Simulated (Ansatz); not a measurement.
Here is an Ansatz 0.2.0 calculation.

The input input.yaml:

```yaml
crystal:
  lattice:
    - [0.0, 2.03, 2.03]
    - [2.03, 0.0, 2.03]
    - [2.03, 2.03, 0.0]
  atoms:
    - { symbol: Ti, position: [0.0, 0.0, 0.0] }
hamiltonian:
  xc: r2scan
  pseudopotentials: { kind: paw }
kpoints:
  mp_grid: { grid: [11, 11, 11] }
scf:
  occupations: { method: fermi_dirac, width: 0.05 }
output:
  forces: true
  stress: true
  eigenvalues: true
  write_density: true
  write_potential: true
  elf: true
  volumetric_format: npy
relax:
  f_tol: 0.01
  max_steps: 40
  cell: { stress_tol: 0.05 }
```

Potentials or basis: Ansatz PAW.

The run is started by

```bash
$ ansatz run input.yaml --threads 2 --pin off --max-ram 5632MiB --backend cpu --events-out ev --progress --plain --runs-dir out
```

Estimate the relaxed volume.

17.35 Å³/atom.

Estimate the relaxed cell.

a = 2.906 Å, b = 2.906 Å, c = 2.906 Å, α = 60.00°, β = 60.00°, γ = 60.00°.

What does it give for the space group after relaxing (to 0.05 Å)?

Fm-3m (No. 225).

Final structure:
```
CELL_PARAMETERS angstrom
0.00000 2.05463 2.05463
2.05463 0.00000 2.05463
2.05463 2.05463 0.00000
ATOMIC_POSITIONS crystal
Ti 0.00000 0.00000 0.00000
```

Caveat: the PAW data sets come from PBE, with cores solved anew for the run's functional, which leaves a small shift of forces and pressure. Zero-point motion and thermal expansion aren't in these numbers.
